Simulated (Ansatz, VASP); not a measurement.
# Two plane-wave programs on Pd

Contents of INCAR:

```
SYSTEM = Pd
  ALGO = Normal
  EDIFF = 1E-6
  ENCUT = 520
  GGA = CA
  ISIF = 2
  ISMEAR = -1
  LASPH = .True.
  LCHARG = .False.
  LREAL = .False.
  LWAVE = .False.
  NBANDS = 11
  NELM = 100
  PREC = Accurate
  SIGMA = 0.03
```

File KPOINTS:

```
k-points
0
Gamma
  14 14 14
  0 0 0
```

File POSCAR:

```
Pd
1.0
    0.0000000000      1.9211411165      1.9211411165
    1.9211411165      0.0000000000      1.9211411165
    1.9211411165      1.9211411165      0.0000000000
Pd
1
Direct
    0.0000000000      0.0000000000      0.0000000000
```

Input for Ansatz:

```yaml
crystal:
  lattice:
    - [0.0, 1.9211411165, 1.9211411165]
    - [1.9211411165, 0.0, 1.9211411165]
    - [1.9211411165, 1.9211411165, 0.0]
  atoms:
    - { symbol: Pd, position: [0.0, 0.0, 0.0] }
hamiltonian:
  xc: lda
  pseudopotentials:
    kind: paw
    azcp:
      Pd: "pseudopotentials/Pd.paw.azcp"
basis:
  ecutwfc: 420
  fft_grid_basis: typed
kpoints:
  mp_grid: { grid: [14, 14, 14], shift: [0, 0, 0] }
magnetization:
  spin_polarized: false
scf:
  occupations: { method: fermi_dirac, width: 0.03 }
  lower_state_search: "off"
output:
  stress: true
```

Alike in both runs: task single point; functional LDA; k mesh 14 × 14 × 14; occupations fermi-dirac, width 0.03 eV; no spin polarisation.

|  | VASP | Ansatz |
| --- | --- | --- |
| version | VASP 6.6.1 | Ansatz 0.2.0 |
| potentials or method | VASP PAW LDA potentials, release 64 (Pd) | plane waves (420 eV) with PAW, scalar-relativistic |
| plane-wave cutoff (eV) | 520 | 420 |
| valence electrons in the cell | 10 | 18 |

|  | VASP | Ansatz | Ansatz less VASP |
| --- | --- | --- | --- |
| pressure (GPa) | -0.1 | -0.4 | -0.32 |

The two sets of potentials don't hold the same shells in valence. Ansatz warned: «pseudo_functional_mismatch».
